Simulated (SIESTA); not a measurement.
Crystal: Sb.

```
CELL_PARAMETERS angstrom
2.15420 1.24373 3.75800
-2.15420 1.24373 3.75800
0.00000 -2.48746 3.75800
ATOMIC_POSITIONS crystal
Sb 0.76651 0.76651 0.76651
Sb 0.23349 0.23349 0.23349
```

| Property | Result |
| --- | --- |
| Program | SIESTA 5.4.2 |
| Task | single point |
| Functional | PBEsol |
| Potentials or basis | PseudoDojo 0.4 standard (PBEsol files) |
| Basis | DZP (energy shift 0.003 Ry; two zetas on semicore shells) |
| Grid cutoff | 500 Ry |
| Energy shift | 0.003 Ry |
| k mesh | 8 × 8 × 8 |
| Occupations | fermi-dirac, width 0.05 eV |
| Spin | no spin polarisation |

On this cell: pressure 0.9 GPa; largest force 0.325 eV/Å; band gap on the k mesh none (metal or under the smearing width).

The same run follows on a disturbed copy (atoms moved at random, drawn with an rms of 0.05 Å):

```
Sb
1.0
     2.15420    1.24373    3.75800
    -2.15420    1.24373    3.75800
     0.00000   -2.48746    3.75800
Sb
2
Direct
  0.76764 0.75507 0.76479
  0.25004 0.22744 0.22232
```

Q: What does the disturbed cell give?

A: The energy (extrapolated to zero smearing) moves by -3.0 meV/atom; pressure 0.4 GPa; largest force 0.181 eV/Å; band gap on the k mesh none (metal or under the smearing width).

Forces on the atoms (eV/Å):
```
Sb   0.057  0.103 -0.137
Sb  -0.057 -0.103  0.137
```

Stress tensor (GPa, compression positive):
```
 0.89  0.15 -0.26
 0.15  0.60 -0.47
-0.26 -0.47 -0.25
```

Caveats: the basis of atomic orbitals isn't converged, which shifts pressures, moduli and gaps.
